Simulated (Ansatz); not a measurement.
Run on GaN (wurtzite type): DFT, PBE, all-electron LAPW, scalar-relativistic (Ansatz 0.2.0). This run: single point at the cell that PAW relaxed from the wurtzite type at 18 GPa.

The cell comes from a relaxation on PAW files under the same functional, begun from a prototype that needn't be the stable phase.

Command: `ansatz run input.yaml --threads 1 --pin off --max-ram 3584MiB --backend cpu --events-out ev --progress --plain --runs-dir out` It took 2.1 min on 1 thread of Arm Neoverse V1, with other jobs on the host, peak memory 0.6 GiB.

```yaml
crystal:
  lattice:
    - [3.1268203167, 0.0, 0.0]
    - [-1.5634101583, 2.7079058273, 0.0]
    - [0.0, 0.0, 5.0951184739]
  atoms:
    - { symbol: Ga, position: [0.3333333333, 0.6666666667, -0.0002149387] }
    - { symbol: Ga, position: [0.6666666667, 0.3333333333, 0.4997850613] }
    - { symbol: "N", position: [0.3333333333, 0.6666666667, 0.3762149387] }
    - { symbol: "N", position: [0.6666666667, 0.3333333333, 0.8762149387] }
kpoints:
  mp_grid: { grid: [12, 12, 7] }
scf:
  occupations: { method: fermi_dirac, width: 0.08 }
hamiltonian:
  xc: pbe
  pseudopotentials: { kind: all_electron, lapw: { basis_error: 0.0005 } }
output:
  forces: true
  stress: true
  eigenvalues: true
  populations: true
```

Output:

```
Ga: projections on atomic orbitals take those of the free atom 1s2 2s2 2p6 3s2 3p6 3d10 4s2 4p1, of charge +0.00 (hamiltonian.pseudopotentials.projection_atoms)
N: projections on atomic orbitals take those of the free atom 1s2 2s2 2p3, of charge +0.00 (hamiltonian.pseudopotentials.projection_atoms)
LAPW: plane waves up to 11.170 Å⁻¹, error target 5.0e-4 eV per atom; small_component_spin mean_spin; N in spheres of 0.839 Å, 7 of its electrons in bands, Dirac shells []; Ga in spheres of 1.073 Å, 21 of its electrons in bands, Dirac shells [] (how accurate: hamiltonian.pseudopotentials.lapw.basis_error, Limitations)
Engine: ansatz 0.2.0
Pseudopotentials: kind: all_electron
Pseudopotential: Ga, LAPW, valence charge 21, lapw/all_electron/scalar/gaussian/Ga, Koelling and Harmon's equation, gaussian nucleus
Pseudopotential: N, LAPW, valence charge 7, lapw/all_electron/scalar/gaussian/N, Koelling and Harmon's equation, gaussian nucleus
Functional definition: PBE
  parameter kappa = 0.804
  parameter beta = 0.06672455060314922
  exchange = pbe_x(kappa = kappa, mu = beta*pi^2/3)
  correlation = pbe_c(beta = beta)
Crystal: 4 atoms, lattice volume = 43.141 Å³
Basis set: ecut = 475.3290845717387 eV, 1039 PW (Γ), exchange–correlation at level 2
Bands: 34, of which v1, the nominal top of the filled ones, is band 28 counted from 1 (27 counted from 0)
Symmetry: 12 space group operations
Space group: P63mc (ITA 186), of the structure as read, at distance tolerance 3.5e-5 Å
k-points: 76 of 1008 (time reversal used)
Non-local potential: Ga, projectors of the file, none
Non-local potential: N, projectors of the file, none
Initial density: superposition of atomic densities (chi_scale 0.1, normalization cell, long waves kept (reshape's long-wave potential 0.00 eV rms))
Initial wavefunctions: plane waves of lowest kinetic energy (no species holds an atomic orbital)
Functional: x = pbe(κ = 0.804, μ = 0.2195149727645171), c = pbe(β = 0.06672455060314922)
iter 1 solved again at ethr=1.94e-2 eV; its pass at ethr=1.00e-1 eV (dr2=1.09e1 eV) is discarded
SCF iter   1: F=—  HF=-108785.763848 eV  |F-HF|=—  |Δ(HF+E_count)|=         —  Δρ=1.45e-1  dr2=1.09e1  ethr=1.94e-2  ⟨swp⟩=2.0  Hψ=16775  notcnv=0
preconditioner: auto → Resta (q_TF=auto, 2.850 Å⁻¹)  ε∞=4.7  [insulator: Δε(μ)=3.690 eV  Ē_g=17.608 eV  σ=0.080 eV  W_gap=1.00  n_scr=22 (ndim 8)  ℏωp=33.9 eV  f_vac=0.000  D(μ)=0.00/eV (n_scr^D=0)  ε∞_Penn≈4.7]
iter 2 solved again at ethr=8.52e-4 eV; its pass at ethr=1.94e-2 eV (dr2=4.77e-1 eV) is discarded
SCF iter   2: F=—  HF=-108781.654370 eV  |F-HF|=—  |Δ(HF+E_count)|=    4.11e0  Δρ=3.40e-2  dr2=4.77e-1  ethr=8.52e-4  ⟨swp⟩=2.0  Hψ=13389  notcnv=0
SCF iter   3: F=—  HF=-108781.591979 eV  |F-HF|=—  |Δ(HF+E_count)|=         —  Δρ=2.57e-2  dr2=3.41e-1  ethr=8.52e-4  ⟨swp⟩=2.0  Hψ=7369  notcnv=0
the basis was enlarged: its passes take 626.1 KiB over the memory plan, 1 of 1 planned eigensolver slots
SCF iter   4: F=—  HF=-108781.657378 eV  |F-HF|=—  |Δ(HF+E_count)|=   6.54e-2  Δρ=1.15e-2  dr2=7.13e-2  ethr=6.10e-4  ⟨swp⟩=2.1  Hψ=7501  notcnv=0
SCF iter   5: F=—  HF=-108781.560486 eV  |F-HF|=—  |Δ(HF+E_count)|=   9.69e-2  Δρ=3.22e-3  dr2=4.86e-3  ethr=1.27e-4  ⟨swp⟩=2.9  Hψ=7711  notcnv=0
SCF iter   6: F=—  HF=-108781.558700 eV  |F-HF|=—  |Δ(HF+E_count)|=   1.79e-3  Δρ=8.17e-4  dr2=3.66e-4  ethr=8.67e-6  ⟨swp⟩=3.0  Hψ=7427  notcnv=0
SCF iter   7: F=—  HF=-108781.559040 eV  |F-HF|=—  |Δ(HF+E_count)|=   3.40e-4  Δρ=2.34e-4  dr2=2.85e-5  ethr=6.53e-7  ⟨swp⟩=3.0  Hψ=7475  notcnv=0
SCF iter   8: F=—  HF=-108781.559050 eV  |F-HF|=—  |Δ(HF+E_count)|=   1.01e-5  Δρ=2.97e-5  dr2=3.36e-7  ethr=5.09e-8  ⟨swp⟩=3.0  Hψ=7570  notcnv=0
SCF iter   9: F=-108781.559050 eV  HF=-108781.559050 eV  |F-HF|=1.09e-8  |Δ(HF+E_count)|=   3.05e-7  Δρ=6.55e-6  dr2=1.82e-8  ethr=6.00e-10  ⟨swp⟩=3.0  Hψ=7517  notcnv=0
SCF 1 converged in 9 iterations: F = -108781.559050 eV  dr2 = 1.82e-8
SCF converged after 9 iterations
Free energy (F): -108781.559050 eV
Harris-Foulkes:  -108781.559050 eV  (|F-HF|=1.09e-8)
Internal energy: -108781.559050 eV  (E = F + TS)
E sigma→0 (E₀):  -108781.559050 eV
Entropy (-TS):   -0.000000 eV (-0.000 meV/atom)
Fermi energy:    13.707832 eV
--- Per-component energies (eV) ---
  E_band       = -2847.504218
  E_kinetic    = 110867.559802
  E_xc         = -4499.982326
  E_electrostatic = -215149.136527  (all electrons and nuclei)
  E_smearing   = -0.000000  (= −TS)
  E_closure    = 0.000000  (closes the sum)
  E_atoms      = -108757.374148  (free atoms, spherical and without spin; not in F)
  Σ components = -108781.559050   (vs F -108781.559050, Δ=0.00e0)
  Basis errors (estimates in eV, not in F): energy 2.2e-4 per atom: plane waves 2.0e-4 (1.2e-4 summed), levels above the bands 4.3e-54, relativity 3.5e-8, radial functions 1.7e-5, core shells 4.0e-10; eigenvalues (radial functions only) 1.2e-6; not estimated: angular momenta, meshes, grids; target (lapw.basis_error) 5.0e-4; muffin-tin radii N 0.839 Å, Ga 1.073 Å
--- Forces (eV/Å), atoms counted from 1 ---
  atom   1  Ga    -0.00000000    -0.00000000     0.00004255
  atom   2  Ga     0.00000000     0.00000000     0.00004255
  atom   3  N     -0.00000000     0.00000000    -0.00004509
  atom   4  N      0.00000000    -0.00000000    -0.00004509
  max |Σ_I F_I| component: 5.08e-6 eV/Å
--- Stress (GPa, compression-positive) ---
       17.876517       0.000000      -0.000000
       -0.000000      17.876517       0.000000
       -0.000000       0.000000      17.889459
  P = ⅓ Tr σ = 17.8808 GPa (178.808 kbar)
--- Band table (eV; the first three rows and the last of 76) ---
  k-point 0: bands = ["-362.5810", "-362.5810", "-129.5854", "-129.5852", "-80.3353", "-80.3333", "-80.3307", "-80.3307", "-80.3303", "-80.3303", "-4.0302", "-2.9478", "-1.1055", "-1.0881", "-1.0881", "-1.0160", "-1.0160", "-0.7885", "-0.7885", "-0.6740", "-0.6740", "0.5783", "5.0117", "11.3499", "11.3499", "12.4021", "12.4539", "12.4539", "14.7562", "17.1015", "21.9745", "22.6926", "22.6926", "23.5629"]
  k-point 1: bands = ["-362.5810", "-362.5810", "-129.5854", "-129.5853", "-80.3352", "-80.3334", "-80.3307", "-80.3307", "-80.3303", "-80.3303", "-3.9643", "-2.9783", "-1.0912", "-1.0869", "-1.0869", "-1.0217", "-1.0217", "-0.7807", "-0.7807", "-0.6776", "-0.6776", "0.3346", "5.4367", "11.4021", "11.4021", "11.7944", "12.3968", "12.3968", "15.2623", "17.1420", "21.8263", "22.7114", "22.7114", "23.0466"]
  k-point 2: bands = ["-362.5810", "-362.5810", "-129.5853", "-129.5853", "-80.3349", "-80.3337", "-80.3306", "-80.3306", "-80.3304", "-80.3304", "-3.7810", "-3.0803", "-1.0821", "-1.0821", "-1.0366", "-1.0366", "-1.0341", "-0.7601", "-0.7601", "-0.6891", "-0.6891", "-0.1623", "6.4744", "10.5891", "11.5496", "11.5496", "12.2381", "12.2381", "16.1329", "17.2248", "21.4810", "22.0938", "22.8038", "22.8038"]
  k-point 75: bands = ["-362.5810", "-362.5810", "-129.5852", "-129.5852", "-80.3343", "-80.3343", "-80.3316", "-80.3315", "-80.3315", "-80.3315", "-2.7437", "-2.7437", "-0.9673", "-0.9478", "-0.9478", "-0.8947", "-0.7663", "-0.7646", "-0.7402", "-0.7402", "1.0521", "1.0521", "6.0671", "6.0671", "7.6812", "8.2637", "10.7897", "10.7897", "19.3026", "19.3026", "19.4970", "20.2800", "21.9876", "21.9876"]
--- Löwdin populations: 4 sites ---
  site symbol       q [e]
     0     Ga     30.1751
     1     Ga     30.1751
     2      N      7.7935
     3      N      7.7935
  spilling = 0.000828 (of n_electrons = 76.000000)
```

populations.tsv:

```
# site	symbol	l	j	q
# orbitals = lowdin
# n_electrons = 76.000000
# spilling = 0.000828
# projection_atom_Ga: 1s2 2s2 2p6 3s2 3p6 3d10 4s2 4p1
# projection_atom_N: 1s2 2s2 2p3
0	Ga	0_1S	-	1.999984
0	Ga	0_2S	-	1.999216
0	Ga	0_3S	-	1.981652
0	Ga	0_4S	-	0.749588
0	Ga	1_2P	-	5.999983
0	Ga	1_3P	-	5.993202
0	Ga	1_4P	-	1.472228
0	Ga	2_3D	-	9.979214
1	Ga	0_1S	-	1.999984
1	Ga	0_2S	-	1.999216
1	Ga	0_3S	-	1.981652
1	Ga	0_4S	-	0.749588
1	Ga	1_2P	-	5.999983
1	Ga	1_3P	-	5.993202
1	Ga	1_4P	-	1.472228
1	Ga	2_3D	-	9.979214
2	N	0_1S	-	1.994728
2	N	0_2S	-	1.405872
2	N	1_2P	-	4.392860
3	N	0_1S	-	1.994728
3	N	0_2S	-	1.405872
3	N	1_2P	-	4.392860
```

Next run (single point at the cell that PAW relaxed from the NiAs type at 18 GPa), as changes to the input before:

```diff
   lattice:
-    - [3.1268203167, 0.0, 0.0]
-    - [-1.5634101583, 2.7079058273, 0.0]
-    - [0.0, 0.0, 5.0951184739]
+    - [2.923953668, 0.0, 0.0]
+    - [-1.461976834, 2.532218156, 0.0]
+    - [0.0, 0.0, 4.9864813933]
   atoms:
-    - { symbol: Ga, position: [0.3333333333, 0.6666666667, -0.0002149387] }
-    - { symbol: Ga, position: [0.6666666667, 0.3333333333, 0.4997850613] }
-    - { symbol: "N", position: [0.3333333333, 0.6666666667, 0.3762149387] }
-    - { symbol: "N", position: [0.6666666667, 0.3333333333, 0.8762149387] }
+    - { symbol: Ga, position: [0.0, 0.0, 0.0] }
+    - { symbol: Ga, position: [0.0, 0.0, 0.5] }
+    - { symbol: "N", position: [0.3333333333, 0.6666666667, 0.25] }
+    - { symbol: "N", position: [0.6666666667, 0.3333333333, 0.75] }
 kpoints:
-  mp_grid: { grid: [12, 12, 7] }
+  mp_grid: { grid: [11, 11, 7] }
 scf:
```

Results part of the output:

```
SCF 1 converged in 8 iterations: F = -108779.164623 eV  dr2 = 4.72e-8
SCF converged after 8 iterations
Free energy (F): -108779.164623 eV
Harris-Foulkes:  -108779.164623 eV  (|F-HF|=2.24e-8)
Internal energy: -108779.164621 eV  (E = F + TS)
E sigma→0 (E₀):  -108779.164622 eV
Entropy (-TS):   -0.000001 eV (-0.000 meV/atom)
Fermi energy:    16.795236 eV
--- Per-component energies (eV) ---
  E_band       = -2698.801205
  E_kinetic    = 110862.628038
  E_xc         = -4500.377120
  E_electrostatic = -215141.415539  (all electrons and nuclei)
  E_smearing   = -0.000001  (= −TS)
  E_closure    = 0.000000  (closes the sum)
  E_atoms      = -108757.374148  (free atoms, spherical and without spin; not in F)
  Σ components = -108779.164623   (vs F -108779.164623, Δ=0.00e0)
  Basis errors (estimates in eV, not in F): energy 1.9e-4 per atom: plane waves 1.7e-4 (9.4e-5 summed), levels above the bands 2.5e-53, relativity 1.5e-8, radial functions 1.7e-5, core shells 2.1e-11; eigenvalues (radial functions only) 1.9e-6; not estimated: angular momenta, meshes, grids; target (lapw.basis_error) 5.0e-4; muffin-tin radii N 0.932 Å, Ga 1.167 Å
--- Forces (eV/Å), atoms counted from 1 ---
  atom   1  Ga     0.00000000     0.00000000     0.00000000
  atom   2  Ga     0.00000000     0.00000000     0.00000000
  atom   3  N      0.00000000    -0.00000000     0.00000000
  atom   4  N     -0.00000000     0.00000000    -0.00000000
  max |Σ_I F_I| component: 2.31e-18 eV/Å
--- Stress (GPa, compression-positive) ---
       18.039571      -0.000000      -0.000000
        0.000000      18.039571      -0.000000
       -0.000000      -0.000000      17.966656
  P = ⅓ Tr σ = 18.0153 GPa (180.153 kbar)
--- Band table (eV; the first three rows and the last of 64) ---
  k-point 0: bands = ["-359.5163", "-359.5163", "-127.1636", "-127.1617", "-77.9272", "-77.9096", "-77.9096", "-77.9077", "-77.9077", "-77.9024", "-1.8329", "1.1266", "1.2042", "1.3882", "1.3882", "1.5760", "1.5760", "1.6019", "1.6157", "1.6157", "1.8836", "1.8836", "7.0712", "14.8260", "15.2902", "15.2902", "15.7762", "15.7762", "17.9720", "20.7622", "25.5674", "26.6286", "26.6286", "28.4553"]
  k-point 1: bands = ["-359.5163", "-359.5163", "-127.1635", "-127.1618", "-77.9259", "-77.9095", "-77.9095", "-77.9078", "-77.9078", "-77.9036", "-1.7348", "0.9110", "1.1544", "1.4038", "1.4038", "1.5859", "1.5859", "1.6079", "1.6079", "1.6215", "1.8638", "1.8638", "7.4562", "14.1581", "15.3202", "15.3202", "15.7580", "15.7580", "18.5172", "20.8131", "25.4495", "26.6532", "26.6532", "27.7788"]
  k-point 2: bands = ["-359.5163", "-359.5163", "-127.1633", "-127.1621", "-77.9225", "-77.9092", "-77.9092", "-77.9080", "-77.9080", "-77.9071", "-1.4455", "0.2977", "1.2327", "1.4456", "1.4456", "1.5764", "1.5850", "1.5850", "1.6161", "1.6161", "1.8101", "1.8101", "8.4493", "12.8039", "15.4010", "15.4010", "15.7039", "15.7039", "19.4925", "20.8989", "25.2201", "26.6042", "26.7647", "26.7647"]
  k-point 63: bands = ["-359.5163", "-359.5163", "-127.1626", "-127.1622", "-77.9171", "-77.9120", "-77.9116", "-77.9115", "-77.9112", "-77.9108", "0.2533", "0.3195", "1.4341", "1.4561", "1.4947", "1.5956", "1.5957", "1.7013", "1.7154", "1.7250", "3.8413", "4.0026", "8.4581", "8.9217", "10.1809", "10.4423", "14.7714", "15.0086", "20.4863", "21.4625", "22.0664", "22.7855", "26.3615", "26.9949"]
--- Löwdin populations: 4 sites ---
  site symbol       q [e]
     0     Ga     30.1609
     1     Ga     30.1609
     2      N      7.7926
     3      N      7.7926
  spilling = 0.001225 (of n_electrons = 76.000000)
```
